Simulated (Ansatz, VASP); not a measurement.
# BN: VASP beside Ansatz

```
B N
1.0
     2.35635    0.00000    0.00000
    -1.17817    2.04066    0.00000
     0.00000    0.00000    7.52212
B N
2 2
Direct
  0.33333 0.66667 0.25000
  0.66667 0.33333 0.75000
  0.33333 0.66667 0.75000
  0.66667 0.33333 0.25000
```

Alike in both runs: task single point; functional PBEsol; k mesh 12 × 12 × 4; occupations gaussian, width 0.05 eV; no spin polarisation.

|  | VASP | Ansatz |
| --- | --- | --- |
| version | VASP 6.6.1 | Ansatz 0.2.0 |
| potentials or method | VASP PAW PBE potentials, release 64 (B, N) | scalar-relativistic, plane waves, PAW |
| plane-wave cutoff (eV) | 520 | 420 |
| valence electrons in the cell | 16 | 16 |

|  | VASP | Ansatz | Ansatz less VASP |
| --- | --- | --- | --- |
| gap on the k mesh at the Fermi level (eV) | 4.32 | 4.33 | +0.011 |
| least direct gap on the mesh (eV) | 5.06 | 5.07 | +0.009 |

 A k mesh can miss the band edges. A hybrid or GW would open this gap; PBEsol tends to underestimate it.
